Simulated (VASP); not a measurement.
Here is a VASP 6.6.1 calculation.

The input INCAR:

```
SYSTEM = MgS
PREC = Accurate
ENCUT = 600
EDIFF = 1E-6
ISMEAR = 0
SIGMA = 0.02
LREAL = .False.
LASPH = .True.
NELM = 80
ALGO = Normal
ISIF = 3
LWAVE = .False.
LCHARG = .False.
GGA = CA
IBRION = 2
NSW = 40
EDIFFG = -0.01
```

Contents of KPOINTS:

```
regular mesh
0
Gamma
  8 8 8
  0 0 0
```

Contents of POSCAR:

```
MgS
1.0
    0.0000000000      2.8331200468      2.8331200468
    2.8331200468      0.0000000000      2.8331200468
    2.8331200468      2.8331200468      0.0000000000
S Mg
1 1
Direct
    0.2500000000      0.2500000000      0.2500000000
    0.0000000000      0.0000000000      0.0000000000
```

Potentials or basis: VASP PAW LDA potentials, release 64 (S, Mg).

Command:

```sh
$ cat potpaw_LDA.64/S/POTCAR potpaw_LDA.64/Mg/POTCAR > POTCAR
$ mpirun -np 1 vasp_std > vasp.out
```

(1) What does it give for the relaxed cell?

(2) Estimate the space group after relaxing (to 0.05 Å).

## Answers

(1) a = 3.949 Å, b = 3.949 Å, c = 3.949 Å, α = 60.00°, β = 60.00°, γ = 60.00°.

(2) F-43m (No. 216).
